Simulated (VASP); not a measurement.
# BN (P6_3/mmc) in VASP: further runs, part 2 of 2

VASP 6.6.1.

**4. Relaxation of shape and atoms at fixed volume, PBE+D3(BJ)**

This run uses another cell than the first one, of 9.90 Å³/atom, 1.100 times its volume.

INCAR

```
SYSTEM = BN
ALGO = Normal
EDIFF = 1E-6
EDIFFG = -0.01
ENCUT = 600
GGA = PE
IBRION = 2
ISIF = 4
ISMEAR = 0
IVDW = 12
LASPH = .TRUE.
LCHARG = .FALSE.
LREAL = .FALSE.
LWAVE = .FALSE.
NELM = 100
NSW = 50
PREC = Accurate
SIGMA = 0.02
```

KPOINTS

```
k-points
0
G
  12 12 4
  0 0 0
```

POSCAR

```
BN
1.0
    2.5407520077      0.0000000000      0.0000000000
   -1.2703760039      2.2003557834      0.0000000000
    0.0000000000      0.0000000000      7.0802733676
B N
2 2
Direct
    0.3333333333      0.6666666667      0.2500000000
    0.6666666667      0.3333333333      0.7500000000
    0.3333333333      0.6666666667      0.7500000000
    0.6666666667      0.3333333333      0.2500000000
```

Potentials or basis: VASP PAW PBE potentials, release 64 (B, N).

On the command line:

```console
$ cat potpaw_PBE.64/B/POTCAR potpaw_PBE.64/N/POTCAR > POTCAR
$ mpirun -np 1 vasp_std > vasp.out
```

OUTCAR:

```text
SYSTEM = BN
   EDIFF = 1E-6
   EDIFFG = -0.01
   ENCUT = 600
   GGA = PE
   IBRION = 2
   ISIF = 4
   ISMEAR = 0
   IVDW = 12
   LASPH = .TRUE.
   LREAL = .FALSE.
   NELM = 100
   NSW = 50
   PREC = Accurate
 IVDW          = 12

 ion  position               nearest neighbor table
   1  0.333  0.667  0.250-   4 1.47   4 1.47   4 1.47
   2  0.667  0.333  0.750-   3 1.47   3 1.47   3 1.47
   3  0.333  0.667  0.750-   2 1.47   2 1.47   2 1.47
   4  0.667  0.333  0.250-   1 1.47   1 1.47   1 1.47

  LATTYP: Found a hexagonal cell.
 ALAT       =     2.5407520077
 C/A-ratio  =     2.7866841573

  Lattice vectors:

 A1 = (   2.5407520077,   0.0000000000,   0.0000000000)
 A2 = (  -1.2703760039,   2.2003557834,   0.0000000000)
 A3 = (   0.0000000000,   0.0000000000,   7.0802733676)

Analysis of symmetry for initial positions (statically):
=====================================================================
 Subroutine PRICEL returns:
 Original cell was already a primitive cell.

 Routine SETGRP: Setting up the symmetry group for a
 hexagonal supercell.

[... 269 lines left out ...]
 E-fermi :   1.6958     XC(G=0):  -9.4763

 val. band max:        1.5676748149   @ k =   0.3333   0.3333   0.5000
 cond. band min:       5.9613491186   @ k =   0.5000   0.0000   0.0000
 fundamental gap:      4.3936743036
 Fermi energy:         1.6957800531

 k-point     1 :       0.0000    0.0000    0.0000
  band No.  band energies     occupation
      1     -16.1147      2.00000
      2     -15.9684      2.00000
      3      -4.2729      2.00000
      4      -2.9084      2.00000
      5       0.2240      2.00000
      6       0.2240      2.00000
      7       0.2387      2.00000
      8       0.2387      2.00000
      9       6.3819      0.00000
     10      10.8372      0.00000
     11      13.0690      0.00000
     12      13.0769      0.00000
[... 331 lines left out ...]
 k-point    24 :       0.3333    0.0000    0.2500
  band No.  band energies     occupation
      1     -14.1485      2.00000
      2     -14.0762      2.00000
      3      -5.2920      2.00000
      4      -5.2685      2.00000
      5      -2.0031      2.00000
      6      -1.9846      2.00000
      7      -1.3775      2.00000
      8      -0.6124      2.00000
      9       8.4531      0.00000
     10       8.7705      0.00000
     11      10.1343      0.00000
     12      11.6552      0.00000

 [... further k-points ...]

------------------------ aborting loop because EDIFF is reached ----------------------------------------

 Edisp (eV)   -0.50427

 E8    (eV) :    -0.1461
[... 27 lines left out ...]
  FREE ENERGIE OF THE ION-ELECTRON SYSTEM (eV)
  ---------------------------------------------------
  free  energy   TOTEN  =       -35.7045123797 eV

  energy  without entropy=      -35.7045123797  energy(sigma->0) =      -35.70451238

 reached required accuracy - stopping structural energy minimisation
```

CONTCAR:

```text
BN
   1.00000000000000
     2.5112007559848672    0.0000000000022983    0.0000000000000000
    -1.2556003780398615    2.1747636486985047    0.0000000000000000
     0.0000000000000000    0.0000000000000000    7.2478920110531631
  B               N
     2     2
Direct
     0.3333333332999970    0.6666666667000030    0.2500000000000000
     0.6666666667000030    0.3333333332999970    0.7500000000000000
     0.3333333332999970    0.6666666667000030    0.7500000000000000
     0.6666666667000030    0.3333333332999970    0.2500000000000000

  0.00000000E+00  0.00000000E+00  0.00000000E+00
  0.00000000E+00  0.00000000E+00  0.00000000E+00
  0.00000000E+00  0.00000000E+00  0.00000000E+00
  0.00000000E+00  0.00000000E+00  0.00000000E+00
```

Wall time 47 s (1 thread of Intel Xeon Platinum 8259CL at 2.50GHz (Skylake/Cascade Lake), shared host); peak memory 0.18 GiB.

Results:

```
Free energy                : -35.7045 eV
Energy gained by relaxing  : 8.3 meV/atom
Ionic steps                : 3
Pressure after relaxing    : -1.7 GPa
Band gap on the k mesh     : 4.39 eV, indirect (least direct gap 4.64 eV)
Dispersion energy per atom : -0.126 eV
```

The path:
```csv
step,energy change (eV),largest force (eV/Å),pressure (GPa),volume (Å³)
1,0.0000,0.0000,-9.04,39.58
2,-0.0330,0.0000,-1.97,39.58
3,-0.0330,0.0000,-1.69,39.58
```

Final structure:
```
B N
1.0
     2.51120    0.00000    0.00000
    -1.25560    2.17476    0.00000
     0.00000    0.00000    7.24789
B N
2 2
Direct
  0.33333 0.66667 0.25000
  0.66667 0.33333 0.75000
  0.33333 0.66667 0.75000
  0.66667 0.33333 0.25000
```

Levels at points of the mesh, in eV from the valence-band top:
```
           k point  band 6  band 7  band 8  band 9  band 10  band 11
(0.00, 0.00, 0.00)   -1.34   -1.33   -1.33    4.81     9.27    11.50
(0.50, 0.00, 0.00)   -4.10   -1.21   -0.60    4.39     5.31     9.41
(0.00, 0.00, 0.50)   -1.34   -1.34   -1.34    6.71     6.71    11.53
(0.50, 0.00, 0.50)   -4.11   -0.90   -0.90    4.74     4.74     9.77
```

**5. Summary**

```csv
task,cell,cutoff (eV),gap on the mesh (eV),pressure (GPa)
single point,"P6_3/mmc, 9.0 Å³/atom",520,4.27,0.1
single point,"P6_3/mmc, 9.9 Å³/atom",520,4.39,-1.5
relaxation of shape and atoms at fixed volume,relaxed at fixed volume,600,4.39,-1.7
```

Alike in all rows: level PBE+D3(BJ); potentials or basis VASP PAW PBE potentials, release 64 (B, N); no spin polarisation; k mesh 12 × 12 × 4; smearing gaussian 0.02 eV.

Absolute energies hang on the potentials; compare differences alone.
